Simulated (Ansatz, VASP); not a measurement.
# One calculation of TiN, two programs

```
CELL_PARAMETERS angstrom
0.00000 2.10191 2.10191
2.10191 0.00000 2.10191
2.10191 2.10191 0.00000
ATOMIC_POSITIONS crystal
Ti 0.00000 0.00000 0.00000
N 0.50000 0.50000 0.50000
```

Alike in both runs: functional PBEsol; k mesh 18 × 18 × 18; occupations gaussian, width 0.1 eV; no spin polarisation.

Ansatz relaxed the structure, and its values are those at the end. VASP's run is a single point on that final structure, the one shown.

|  | VASP | Ansatz |
| --- | --- | --- |
| version | VASP 6.6.1 | Ansatz 0.2.0 |
| potentials or method | VASP PAW PBE potentials, release 64 (Ti_sv, N) | scalar-relativistic, plane waves, PAW |
| plane-wave cutoff (eV) | 520 | 420 |
| valence electrons in the cell | 17 | 17 |

Ansatz gave:

```
gap on the k mesh at the Fermi level (eV) : none
pressure (GPa)                            : 0.0
```

Task: Which values does VASP return?

Result: gap on the k mesh at the Fermi level (eV): none; pressure (GPa): 0.5.

A gap of «none» marks a metal or a gap that the smearing closes. The functional is the same, so the differences come from potentials, cutoffs and numerics. Ansatz warned: «pseudo_functional_mismatch».

Caveats: the PAW data sets were made with another functional, which shifts forces and pressure a little (VASP).
